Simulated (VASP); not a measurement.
The system is CdSe.

```
Cd Se
1.0
     0.00000    3.07027    3.07027
     3.07027    0.00000    3.07027
     3.07027    3.07027    0.00000
Cd Se
1 1
Direct
  0.00000 0.00000 0.00000
  0.25000 0.25000 0.25000
```

Measurements of this composition are mostly on another form, of space group No. 186.

- Program: VASP 6.6.1
- Task: single point
- Functional: PBE
- Potentials or basis: VASP PAW PBE potentials, release 64 (Cd, Se)
- Cutoff: 520 eV
- k mesh: 8 × 8 × 8
- Occupations: fermi-dirac, width 0.05 eV
- Spin: no spin polarisation

On this cell: pressure 1.6 GPa; largest force zero by symmetry; band gap on the k mesh 0.55 eV, direct.

The same run follows on a disturbed copy (atoms moved at random, drawn with an rms of 0.05 Å):

```
CELL_PARAMETERS angstrom
0.00000 3.07027 3.07027
3.07027 0.00000 3.07027
3.07027 3.07027 0.00000
ATOMIC_POSITIONS crystal
Cd 0.99226 0.01044 0.00353
Se 0.26661 0.25053 0.23622
```

Task: What does the disturbed cell give?

Result: The energy moves by +11.6 meV/atom; pressure 1.8 GPa; largest force 0.499 eV/Å; band gap on the k mesh 0.52 eV, direct.

Forces in eV/Å, atoms in the order of the input:
```
Cd  -0.405  0.165  0.241
Se   0.405 -0.165 -0.241
```

Stress tensor (GPa, compression positive):
```
 1.67 -0.85 -0.55
-0.85  1.81  1.47
-0.55  1.47  1.78
```

